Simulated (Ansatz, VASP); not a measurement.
## One calculation of Ba, two programs

```
CELL_PARAMETERS angstrom
-1.79686 1.79686 1.79686
1.79686 -1.79686 1.79686
1.79686 1.79686 -1.79686
ATOMIC_POSITIONS crystal
Ba 0.00000 0.00000 0.00000
```

Change from the starting cell: volume scaled by 0.4, crystal datasets.

Alike in both runs: task single point; functional PBEsol; k mesh 11 × 11 × 11; occupations fermi-dirac, width 0.08 eV; no spin polarisation.

|  | VASP | Ansatz |
| --- | --- | --- |
| version | VASP 6.6.1 | Ansatz 0.2.0 |
| potentials or method | VASP PAW PBE potentials, release 64 (Ba_sv), cutoff 520 eV | all-electron PAW with datasets made for the crystal, scalar-relativistic |

|  | VASP | Ansatz | Ansatz less VASP |
| --- | --- | --- | --- |
| pressure (GPa) | 39.0 | 31.8 | -7.21 |

Ansatz ran all-electron here, so the differences hold the error of VASP's frozen core and of both bases.

Caveats: so large a pressure means that the cell lies far from this level's equilibrium, or that cutoff or potentials fall short (VASP); the potentials were made for another functional, which shifts forces and pressure (VASP). Spin-orbit coupling is left out, which matters for the levels of Ba.
